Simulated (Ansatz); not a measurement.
# Zn24S23: the cost of one run

Computed with Ansatz 0.2.0 (DFT PBE, scalar-relativistic, plane waves, PAW, unless a step's input says otherwise).

3 further runs of the same task are left out: 3 set aside as unsound or not needed.

### Step 1. The structure to begin with

Symmetry: P6_3mc, No. 186, hexagonal system. Conventional cell: a = 3.844 Å, b = 3.844 Å, c = 6.305 Å, α = 90.00°, β = 90.00°, γ = 120.00°. Zn (site symmetry 3m) is surrounded by 4 S at 2.36 Å. S (site symmetry 3m) has 4 Zn at 2.36 Å as nearest neighbours.

As a file:

```
CELL_PARAMETERS angstrom
3.84407 0.00000 0.00000
-1.92203 3.32906 0.00000
0.00000 0.00000 6.30464
ATOMIC_POSITIONS crystal
Zn 0.33333 0.66667 0.00027
Zn 0.66667 0.33333 0.50027
S 0.33333 0.66667 0.37473
S 0.66667 0.33333 0.87473
```

It goes back to an entry of the Materials Project.

This cell was relaxed beforehand with the same method: volume 20.17 Å³/atom, gap on the mesh 2.08 eV.

The host's static dielectric tensor, from an earlier linear-response run, has a mean of 9.20.

The perfect supercell (rows -2 0 -1; 2 2 -1; 0 -2 -1 in vectors of this cell) was computed beforehand with the same settings: E(σ→0) = -101345.1299 eV for 48 atoms, gap 2.08 eV on its own mesh.

### Step 2. Making the defect

The atom at (0.708, 0.375, 0.542) of the supercell is taken out. The other atoms start on their ideal sites. Its neighbours are 4 Zn at 2.36 Å.

### Step 3. Relaxing the defect, charge 0

Contents of input.yaml:

```yaml
crystal:
  lattice:
    - [-7.6881338714, 1.0e-10, -6.3046430491]
    - [3.8440669358, 6.6581192403, -6.3046430491]
    - [3.8440669357, -6.6581192404, -6.3046430491]
  atoms:
    - { symbol: Zn, position: [0.8332444421, 0.4999111088, 0.6665777754] }
    - { symbol: Zn, position: [0.4999111088, 0.1665777754, 0.3332444421] }
    - { symbol: Zn, position: [0.6665777754, 0.3332444421, 0.9999111088] }
    - { symbol: Zn, position: [0.1665777754, 0.3332444421, 0.4999111088] }
    - { symbol: Zn, position: [0.6665777754, 0.8332444421, 0.4999111088] }
    - { symbol: Zn, position: [0.3332444421, 0.4999111088, 0.1665777754] }
    - { symbol: Zn, position: [0.9999111088, 0.1665777754, 0.8332444421] }
    - { symbol: Zn, position: [0.8332444421, 0.9999111088, 0.1665777754] }
    - { symbol: Zn, position: [0.4999111088, 0.6665777754, 0.8332444421] }
    - { symbol: Zn, position: [0.3332444421, 0.9999111088, 0.6665777754] }
    - { symbol: Zn, position: [0.9999111088, 0.6665777754, 0.3332444421] }
    - { symbol: Zn, position: [0.1665777754, 0.8332444421, 0.9999111088] }
    - { symbol: Zn, position: [0.4999111088, 0.3332444421, 0.6665777754] }
    - { symbol: Zn, position: [0.1665777754, 0.9999111088, 0.3332444421] }
    - { symbol: Zn, position: [0.3332444421, 0.1665777754, 0.9999111088] }
    - { symbol: Zn, position: [0.8332444421, 0.1665777754, 0.4999111088] }
    - { symbol: Zn, position: [0.3332444421, 0.6665777754, 0.4999111088] }
    - { symbol: Zn, position: [0.9999111088, 0.3332444421, 0.1665777754] }
    - { symbol: Zn, position: [0.6665777754, 0.9999111088, 0.8332444421] }
    - { symbol: Zn, position: [0.4999111088, 0.8332444421, 0.1665777754] }
    - { symbol: Zn, position: [0.1665777754, 0.4999111088, 0.8332444421] }
    - { symbol: Zn, position: [0.9999111088, 0.8332444421, 0.6665777754] }
    - { symbol: Zn, position: [0.6665777754, 0.4999111088, 0.3332444421] }
    - { symbol: Zn, position: [0.8332444421, 0.6665777754, 0.9999111088] }
    - { symbol: S, position: [0.3750888912, 0.0417555579, 0.2084222246] }
    - { symbol: S, position: [0.5417555579, 0.2084222246, 0.8750888912] }
    - { symbol: S, position: [0.0417555579, 0.2084222246, 0.3750888912] }
    - { symbol: S, position: [0.5417555579, 0.7084222246, 0.3750888912] }
    - { symbol: S, position: [0.2084222246, 0.3750888912, 0.0417555579] }
    - { symbol: S, position: [0.8750888912, 0.0417555579, 0.7084222246] }
    - { symbol: S, position: [0.7084222246, 0.8750888912, 0.0417555579] }
    - { symbol: S, position: [0.3750888912, 0.5417555579, 0.7084222246] }
    - { symbol: S, position: [0.2084222246, 0.8750888912, 0.5417555579] }
    - { symbol: S, position: [0.8750888912, 0.5417555579, 0.2084222246] }
    - { symbol: S, position: [0.0417555579, 0.7084222246, 0.8750888912] }
    - { symbol: S, position: [0.3750888912, 0.2084222246, 0.5417555579] }
    - { symbol: S, position: [0.0417555579, 0.8750888912, 0.2084222246] }
    - { symbol: S, position: [0.2084222246, 0.0417555579, 0.8750888912] }
    - { symbol: S, position: [0.7084222246, 0.0417555579, 0.3750888912] }
    - { symbol: S, position: [0.2084222246, 0.5417555579, 0.3750888912] }
    - { symbol: S, position: [0.8750888912, 0.2084222246, 0.0417555579] }
    - { symbol: S, position: [0.5417555579, 0.8750888912, 0.7084222246] }
    - { symbol: S, position: [0.3750888912, 0.7084222246, 0.0417555579] }
    - { symbol: S, position: [0.0417555579, 0.3750888912, 0.7084222246] }
    - { symbol: S, position: [0.8750888912, 0.7084222246, 0.5417555579] }
    - { symbol: S, position: [0.5417555579, 0.3750888912, 0.2084222246] }
    - { symbol: S, position: [0.7084222246, 0.5417555579, 0.8750888912] }
  host:
    lattice:
      - [3.8440669357, 0.0, 0.0]
      - [-1.9220334678, 3.3290596202, 0.0]
      - [0.0, 0.0, 6.3046430491]
    atoms:
      - { symbol: Zn, position: [0.3333333333, 0.6666666667, 0.0002666737] }
      - { symbol: Zn, position: [0.6666666667, 0.3333333333, 0.5002666737] }
      - { symbol: S, position: [0.3333333333, 0.6666666667, 0.3747333263] }
      - { symbol: S, position: [0.6666666667, 0.3333333333, 0.8747333263] }
basis:
  ecutwfc: 420
  xc_grid: 2
kpoints:
  mp_grid: { grid: [1, 1, 1], shift: [0.0, 0.0, 0.0] }
hamiltonian:
  xc: pbe
scf:
  occupations: { method: gaussian, width: 0.01 }
output:
  forces: true
  stress: false
  eigenvalues: true
  charged_corrections:
    defect_position: [0.70842222, 0.37508889, 0.54175556]
    epsilon: [[9.0008, 0.0, 0.0], [0.0, 9.0008, 0.0], [0.0, 0.0, 9.6061]]
relax:
  adjacent_minimum: "off"
  f_tol: 0.025
  max_steps: 45
```

Started as:

```sh
$ ansatz run input.yaml --threads 4 --pin off --max-ram 10240MiB --backend cpu --events-out ev --progress --plain --runs-dir out
```

**Question.** How long does this run take on 4 threads of Arm Neoverse V2, shared host, and how much memory does it need?

About 33 s, with a peak of 1.1 GiB.
